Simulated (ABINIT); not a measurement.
# Se (P3_121) in ABINIT: further runs, part 3 of 3

ABINIT 10.8.3 (patched build). The steps go on from the part before.

## (5) Effective masses, PBE

File run.abi:

```
# Datasets
ndtset 3

# Pseudopotentials
pp_dirpath "./"
pseudos "Se.upf"

# Structure
acell 3*1.0 Angstrom
rprim
     4.3662000000     0.0000000000     0.0000000000
    -2.1831000000     3.7812401180     0.0000000000
     0.0000000000     0.0000000000     4.9536000000
ntypat 1
znucl 34
natom 3
typat 1 1 1
xred
   0.7746000000   0.7746000000            0.0
            0.0   0.2254000000            2/3
   0.2254000000            0.0            1/3

# Plane-wave basis
ecut 43.0

# Exchange and correlation
ixc 11

# Bands and occupations
occopt 1

# SCF cycle
nstep 80
diemac 6.0

# Output
iomode 3
prteig 0
prtebands 0

# Dataset 1: ground state
kptopt1 1
ngkpt1 5 5 4
nshiftk1 1
shiftk1 0.0 0.0 0.0
nband1 24
tolvrs1 1.0e-14
prtden1 1
prtwf1 0

# Datasets 2 and 3: the band edges
kptopt2 0
nkpt2 2
kpt2
  0.4000000000 0.2000000000 1/2
  0.0 0.0 1/2
istwfk2 2*1
nband2 30
getden2 1
kptopt3 0
nkpt3 2
kpt3
  0.4000000000 0.2000000000 1/2
  0.0 0.0 1/2
istwfk3 2*1
nband3 30
getden3 1

# Dataset 2: bands at fixed density
iscf2 -2
nbdbuf2 2
tolwfr2 1.0e-20
nstep2 200

# Dataset 3: effective masses
iscf3 -3
getwfk3 2
rfelfd3 2
rfdir3 1 1 1
nqpt3 1
qpt3 0.0 0.0 0.0
tolwfr3 1.0e-20
nbdbuf3 2
nstep3 200
efmas3 1
efmas_bands3 24 24 25 26
efmas_calc_dirs3 1
efmas_n_dirs3 5
efmas_dirs3
  1 0 0
  0 1 0
  0 0 1
  1 1 0
  1 1 1
efmas_ntheta3 60
prtwf3 0
prtden3 0
prtpot3 0
```

Potentials or basis: PseudoDojo NC SR PBE v0.4.1 standard.

Run with:

```console
$ abinit run.abi > log 2>&1
```

run.abo:

```text
.Version 10.8.3 of ABINIT
 DATASET    1 : space group P3_1 2 1 (#152); Bravais hP (primitive hexag.)
================================================================================
 Values of the parameters that define the memory need for DATASET  1.
     intxc =       0    ionmov =       0      iscf =       7    lmnmax =       6
     lnmax =       6     mgfft =      60  mpssoang =       3    mqgrid =    3001
     natom =       3  nloc_mem =       1    nspden =       1   nspinor =       1
    nsppol =       1      nsym =       6    n1xccc =    2501    ntypat =       1
    occopt =       1   xclevel =       2
       mpw =        7455          nfft =      150000          nkpt =          17
================================================================================
================================================================================

 DATASET    2 : space group P3_1 2 1 (#152); Bravais hP (primitive hexag.)
================================================================================
 Values of the parameters that define the memory need for DATASET  2.
     intxc =       0    ionmov =       0      iscf =      -2    lmnmax =       6
     lnmax =       6     mgfft =      60  mpssoang =       3    mqgrid =    3001
     natom =       3  nloc_mem =       1    nspden =       1   nspinor =       1
    nsppol =       1      nsym =       6    n1xccc =    2501    ntypat =       1
    occopt =       1   xclevel =       2
       mpw =        7430          nfft =      150000          nkpt =           2
================================================================================
================================================================================

 DATASET    3 : space group P3_1 2 1 (#152); Bravais hP (primitive hexag.)
================================================================================
 Values of the parameters that define the memory need for DATASET  3 (RF).
     intxc =       0      iscf =      -3    lmnmax =      18     lnmax =       6
     mgfft =      60  mpssoang =       3    mqgrid =    3001     natom =       3
  nloc_mem =       1    nspden =       1   nspinor =       1    nsppol =       1
      nsym =       6    n1xccc =    2501    ntypat =       1    occopt =       1
   xclevel =       2
      nfft =      150000          nkpt =           2
[... 650 lines left out ...]
              0.0000000000              0.0000205276              0.9432722611
 Transport equivalent effective mass tensor eigenvalues:
              0.9432722618              0.2884703055              0.2884702761
 Angular average effective mass 1/(<1/m>)=   0.3709956186
 Angular average effective mass for Frohlich model (<m**0.5>)**2=   0.3983717789
 Effective masses along directions: (cart. coord. / red. coord. -> eff. mass)
    1:   1.000000  0.000000  0.000000 /   0.894427 -0.447214  0.000000 ->   0.2853945836
    2:   0.000000  1.000000  0.000000 /   0.000000  1.000000  0.000000 ->   0.2853945835
    3:   0.000000  0.000000  1.000000 /   0.000000  0.000000  1.000000 ->   0.9369440058
    4:   0.707107  0.707107  0.000000 /   0.939071  0.343724  0.000000 ->   0.2853945837
    5:   0.577350  0.577350  0.577350 /   0.642673  0.235235  0.729134 ->   0.3605516501

 Angular average effective mass for Frohlich model, averaged over degenerate bands.
 Value of     (<<m**0.5>>)**2 =     6.581992E-01
 Absolute Value of <<m**0.5>> =     8.112948E-01

 END OF EFFECTIVE MASSES SECTION

================================================================================

 ---- first-order wavefunction calculations are completed ----

 Total localisation tensor (bohr^2) in cartesian coordinates
  WARNING : still subject to testing - especially symmetries.
      direction              matrix element
   alpha     beta       real part   imaginary part
     1        1       2.6917579588    0.0000000000
     1        2      -0.7622003270    0.0000000000
     1        3       0.0000000000    0.0000000000
     2        1      -0.7622003270    0.0000000000
     2        2       1.3201696919   -0.0000000000
     2        3       0.0000000000    0.0000000000
     3        1       0.0000000000    0.0000000000
     3        2       0.0000000000    0.0000000000
     3        3       1.8282216802   -0.0000000000

 respfn : d/dk was computed, but no 2DTE, so no DDB output.

== END DATASET(S) ==============================================================
================================================================================

 -outvars: echo values of variables after computation  --------
            acell      1.8897261259E+00  1.8897261259E+00  1.8897261259E+00 Bohr
           etotal1    -3.6370598425E+02
           etotal3    -5.9109698682E+01
            fcart1    -4.1480893474E-03 -7.1847015040E-03  1.9176443908E-29
                      -4.1480893474E-03  7.1847015040E-03 -3.8352887817E-29
                       8.2961786948E-03  1.9818196705E-19  1.9176443908E-29
            rprim      4.3662000000E+00  0.0000000000E+00  0.0000000000E+00
                      -2.1831000000E+00  3.7812401180E+00  0.0000000000E+00
                       0.0000000000E+00  0.0000000000E+00  4.9536000000E+00
           strten1    -7.4020901761E-05 -7.4020901735E-05 -1.3953955551E-04
                       0.0000000000E+00  0.0000000000E+00  0.0000000000E+00
           xangst      1.6910292600E+00  2.9289485954E+00  0.0000000000E+00
                      -4.9207074000E-01  8.5229152260E-01  3.3024000000E+00
                       9.8414148000E-01  0.0000000000E+00  1.6512000000E+00
             xred      7.7460000000E-01  7.7460000000E-01  0.0000000000E+00
                      -2.9814805449E-17  2.2540000000E-01  6.6666666667E-01
                       2.2540000000E-01  0.0000000000E+00  3.3333333333E-01
 Calculation completed.
```

Wall time 3.7 min (1 thread of Arm Neoverse V1, shared host); peak memory 0.76 GiB.

Results:

| Property | Result |
| --- | --- |
| Free energy | -9896.9440 eV |
| Pressure | 2.8 GPa |
| Largest force | 0.427 eV/Å |

Forces on the atoms (eV/Å):
```
Se  -0.213 -0.369  0.000
Se  -0.213  0.369  0.000
Se   0.427  0.000  0.000
```

Effective masses (electron masses):
```csv
k point,band,state,eigenvalues of the tensor,"along 100, 010, 001, 110, 111"
"(0.40, 0.20, 0.50)",24,filled,"-1.784, -1.204, -0.167","-0.325, -0.714, -0.346, -0.271, -0.175"
"(0.00, 0.00, 0.50)",25,empty,-,"0.998, 0.998, 0.937, 0.998, 1.061"
"(0.00, 0.00, 0.50)",26,empty,-,"0.285, 0.285, 0.937, 0.285, 0.361"
```

Caveat: the masses are taken at a mesh point that needn't be the band's extremum.

## (6) Summary

```csv
task,level,potentials or basis,cell,cutoff (eV),smearing,fine-grid cutoff,k points of the masses,bands of the masses,pressure (GPa),largest force (eV/Å)
positron lifetime,PBEsol,JTH PAW PBE v2.0,as given,299,fermi-dirac 0.05 eV,598.65 eV,-,-,0.1,0.32
Berry-phase polarisation,LDA,PseudoDojo NC SR LDA v0.4.1 standard,cell strained at random at fixed volume,1088,fixed,-,-,-,-1.2,0.45
effective masses,PBEsol,PseudoDojo NC SR PBEsol v0.4.1 standard,as given,1061,fixed,-,"[[0.4, 0.2, 0.5], [0.0, 0.0, 0.5]]","[[24, 24], [25, 26]]",-0.3,0.31
effective masses,PBE,PseudoDojo NC SR PBE v0.4.1 standard,as given,1170,fixed,-,"[[0.4, 0.2, 0.5], [0.0, 0.0, 0.5]]","[[24, 24], [25, 26]]",2.8,0.43
```

Alike in all rows: no spin polarisation; k mesh 5 × 5 × 4.

Caveats: the masses are taken at a mesh point that needn't be the band's extremum (some runs); the PAW basis is incomplete for the positron (some runs); the PAW data sets were made with another functional, which shifts forces and pressure a little (some runs); an odd mesh through Γ misses points on the zone boundary, where band edges often lie (some runs).

Total energies depend on the potentials used, so only differences within one code and one set of settings carry meaning.
